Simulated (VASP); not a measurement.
Runs of VASP 6.6.1 on Ta2H. The structure is orthorhombic, space group C222 (No. 21). The conventional cell has a = 3.377 Å, b = 4.732 Å, c = 4.762 Å, α = 90.00°, β = 90.00°, γ = 90.00°. Around Ta (site symmetry 2) lie 2 H at 1.92 Å. H (site symmetry 222) has 4 Ta at 1.92 Å as nearest neighbours. The cell comes from a database or a generator and needn't be the stable form of this composition.

```csv
level,potentials or basis,k mesh,cutoff (eV),smearing,gap on the mesh (eV),pressure (GPa),largest force (eV/Å)
r2SCAN,"VASP PAW PBE potentials, release 64 (Ta_pv, H)",16 × 16 × 10,520,gaussian 0.1 eV,none,(a),0.08
PBEsol,"VASP PAW PBE potentials, release 64 (Ta_pv, H_h)",16 × 16 × 10,900,gaussian 0.1 eV,none,0.0,-
PBEsol,"VASP PAW PBE potentials, release 64 (Ta_pv, H)",22 × 22 × 14,520,gaussian 0.1 eV,none,0.0,(b)
PBEsol,"VASP PAW PBE potentials, release 64 (Ta_pv, H)",16 × 16 × 10,520,gaussian 0.5 eV,none,0.3,0.06
PBEsol,"VASP PAW PBE potentials, release 64 (Ta_pv, H)",16 × 16 × 10,700,gaussian 0.1 eV,none,0.0,-
```

Alike in all rows: task single point; no spin polarisation; cell as given.

Q: Fill in the values left out.

A: (a) 4.1; (b) 0.01.

Caveats: the PAW data sets were made with another functional, which shifts forces and pressure a little.

A k mesh can miss the band edges, and the runs leave out spin-orbit coupling on Ta.

A gap of «none» marks a metal or a gap under the smearing width.
